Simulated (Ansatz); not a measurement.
# Zone-centre phonons of Al2Ru at 15 GPa: input and output

The calculation used DFT PBEsol, scalar-relativistic, plane waves, PAW (Ansatz 0.2.0).

Launched with:
```bash
ansatz run input.yaml --threads 1 --pin off --max-ram 3072MiB --backend cpu --events-out ev --progress --plain --runs-dir out
```

Input (bare energies are in eV):
```yaml
crystal:
  lattice:
    - [-1.525937387, 1.525937387, 4.1021513201]
    - [1.525937387, -1.525937387, 4.1021513201]
    - [1.525937387, 1.525937387, -4.1021513201]
  atoms:
    - { symbol: Al, position: [0.6604111708, 0.6604111708, 0.0] }
    - { symbol: Al, position: [0.3395888292, 0.3395888292, 0.0] }
    - { symbol: Ru, position: [0.0, 0.0, 0.0] }
basis:
  ecutwfc: 420
kpoints:
  mp_grid: { grid: [20, 20, 20] }
hamiltonian:
  xc: pbesol
scf:
  occupations: { method: fermi_dirac, width: 0.15 }
output:
  eigenvalues: true
phonons:
  method: dfpt
  eigenvectors: true
```

Results section of the output:
```
--- Phonons (Γ-DFPT): 4 representative perturbations + reference, on 1166 of 8000 k-points (Σ response iterations 14) ---
  k mesh reduced under 4 symmetry operations, with k and −k counted as one. Each operation leaves every solved displacement unchanged or reverses it
  ASR residual: 5.693e-4 → 0.000e0 eV/Å²; symmetrization residual: 2.855e-6 eV/Å²
  ASR residual per site (eV/Å²): 2.04e-5 2.04e-5 5.69e-4
  Γ frequencies (cm⁻¹): 0.00 0.00 0.00 291.32 295.99 295.99 374.58 374.58 486.27
  non-analytic LO–TO correction: not included (Born effective charges unavailable; polar crystals: no LO–TO splitting at Γ)
```

Time: 6.2 min on 1 thread of Intel(R) Xeon(R) Platinum 8259CL CPU @ 2.50GHz (Skylake/Cascade Lake), with other jobs on the host, peak memory 2 GiB.

In a metal, frequencies and elastic constants depend on the k mesh and the smearing, soft modes and shear constants most. Other phases may be more stable at this pressure.